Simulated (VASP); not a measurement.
From an Ansatz input to VASP: SiC (strained zincblende)

Ansatz input

```yaml
crystal:
  lattice:
    - [0.0, 2.2216133981, 2.2216133981]
    - [2.2216133981, 0.0, 2.2216133981]
    - [2.2216133981, 2.2216133981, 0.0]
  atoms:
    - { symbol: Si, position: [0.0, 0.0, 0.0] }
    - { symbol: C, position: [0.25, 0.25, 0.25] }
kpoints:
  mp_grid: { grid: [10, 10, 10] }
  band_path:
    path:
      - [0.0, 0.0, 0.0]
      - [-0.5, -0.5, 0.0]
      - [-0.375, -0.375, 0.25]
      - [-0.375, 0.0, 0.375]
      - [0.0, 0.0, 0.5]
      - [-0.5, -0.25, 0.25]
      - [0.0, 0.5, 0.5]
    npoints: 1
hamiltonian:
  xc: pbe
scf:
  occupations: { method: fermi_dirac, width: 0.02 }
  n_extra_bands: 4
output:
  forces: true
  stress: true
  eigenvalues: true
  write_density: true
  write_potential: true
  elf: true
  volumetric_format: npy
```

**Question.** Write VASP inputs for this cell and level of theory.

**Answer.** 

INCAR

```
LREAL = .FALSE.
LCHARG = .TRUE.
ENCUT = 520
NELM = 120
ISMEAR = -1
SIGMA = 0.02
GGA = PE
PREC = Accurate
LWAVE = .FALSE.
EDIFF = 1E-7
NSW = 0
ISIF = 2
LELF = .TRUE.
NBANDS = 11
IBRION = -1
LASPH = .TRUE.
```

KPOINTS

```
KPOINTS created by Atomic Simulation Environment
0
Gamma
10 10 10
0 0 0
```

KPOINTS_OPT

```
special points
7
Reciprocal
0.0000000000 0.0000000000 0.0000000000 1
-0.5000000000 -0.5000000000 0.0000000000 1
-0.3750000000 -0.3750000000 0.2500000000 1
-0.3750000000 0.0000000000 0.3750000000 1
0.0000000000 0.0000000000 0.5000000000 1
-0.5000000000 -0.2500000000 0.2500000000 1
0.0000000000 0.5000000000 0.5000000000 1
```

POSCAR

```
Si C
 1.0000000000000000
     0.0000000000000000    2.2216133981000001    2.2216133981000001
     2.2216133981000001    0.0000000000000000    2.2216133981000001
     2.2216133981000001    2.2216133981000001    0.0000000000000000
 Si  C
   1   1
Cartesian
  0.0000000000000000  0.0000000000000000  0.0000000000000000
  1.1108066990499998  1.1108066990499998  1.1108066990499998
```

VASP ran with the recommended PBE PAW datasets (8 valence electrons in the cell). Other inputs would serve too.

```
                             Ansatz      VASP
gap between bands v and c   1.41 eV   1.41 eV
         least direct gap   4.48 eV   4.48 eV
                 pressure  -8.4 GPa  -8.5 GPa
```

Datasets and cutoffs are each program's own. VASP's cell holds 8 valence electrons and Ansatz's 8. Ansatz's stress includes a Pulay correction; VASP's doesn't.
